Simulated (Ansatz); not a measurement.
Mo vacancy in Mo

These are results of DFT LDA, scalar-relativistic, plane waves, PAW (Ansatz), not measurements. (420 eV cutoff, 4×4×4 k-mesh, Gaussian smearing of 0.10 eV, no spin polarisation)

Host crystal, relaxed:

```xyz
1
Lattice="-1.5557 1.5557 1.5557 1.5557 -1.5557 1.5557 1.5557 1.5557 -1.5557" Properties=species:S:1:pos:R:3 pbc="T T T"
Mo    0.0000    0.0000    0.0000
```

Supercell of 32 atoms, rows in host cell vectors: -2 0 2; -2 2 0; -4 -2 -2. Atoms relax at the host's cell, keeping the symmetry that the supercell leaves at the site. The cell is small, so energies carry finite-size errors of tenths of an eV. The host is a metal.

Defect: Mo vacancy at (0.000, 0.000, 0.000) of the host cell, charge 0.

(1) Give the relaxed supercell.

Answers

(1)
```
Mo
1.0
     6.22265    0.00000   -6.22265
     6.22265   -6.22265    0.00000
     0.00000   -6.22265   -6.22265
Mo
31
Direct
  0.87500 0.37500 0.87500
  0.37500 0.87500 0.87500
  0.75061 0.75061 0.75061
  0.37500 0.37500 0.87500
  0.75061 0.24818 0.75061
  0.24818 0.75061 0.75061
  0.62500 0.62500 0.62500
  0.87500 0.87500 0.37500
  0.25043 0.25043 0.74872
  0.62762 0.12238 0.62762
  0.12238 0.62762 0.62762
  0.49957 0.49957 0.49957
  0.87500 0.37500 0.37500
  0.37500 0.87500 0.37500
  0.75061 0.75061 0.24818
  0.12238 0.12238 0.62762
  0.49957 0.00128 0.49957
  0.00128 0.49957 0.49957
  0.37500 0.37500 0.37500
  0.74872 0.25043 0.25043
  0.25043 0.74872 0.25043
  0.62762 0.62762 0.12238
  0.99939 0.99939 0.50182
  0.25043 0.25043 0.25043
  0.62762 0.12238 0.12238
  0.12238 0.62762 0.12238
  0.49957 0.49957 0.00128
  0.12500 0.12500 0.12500
  0.50182 0.99939 0.99939
  0.99939 0.50182 0.99939
  0.99939 0.99939 0.99939
```
Around the defect: 8 Mo at 2.68 Å. The run ended with a moment of 0.00 μB (no spin polarisation).

Cost: 2 runs of about 9.4 core-minutes in all, on Arm Neoverse V1 (shared hosts).